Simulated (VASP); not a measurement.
The system is BP.

```
P B
1.0
     0.00000    2.26900    2.26900
     2.26900    0.00000    2.26900
     2.26900    2.26900    0.00000
P B
1 1
Direct
  0.75000 0.75000 0.75000
  0.00000 0.00000 0.00000
```

Base run:

```yaml
Program: VASP 6.6.1
Functional: TB-mBJ
Potentials_or_basis: VASP PAW PBE potentials, release 64 (P, B)
Cutoff: 520 eV
k_mesh: 10 × 10 × 10
Occupations: fermi-dirac, width 0.05 eV
Spin: no spin polarisation
```

Its results: band gap on the k mesh 2.08 eV, indirect (least direct gap 4.27 eV).

**Question.** After a change of settings the same cell gave: band gap on the k mesh 1.54 eV, indirect (least direct gap 3.79 eV). Which change was it?
A. functional from TB-mBJ to LDA; potentials or basis from VASP PAW PBE potentials, release 64 (P, B) to VASP PAW LDA potentials, release 64 (P, B)
B. functional from TB-mBJ to revPBE
C. functional from TB-mBJ to TPSS
D. functional from TB-mBJ to SCAN

**Answer.** D.

Not every run made on this cell is shown here.
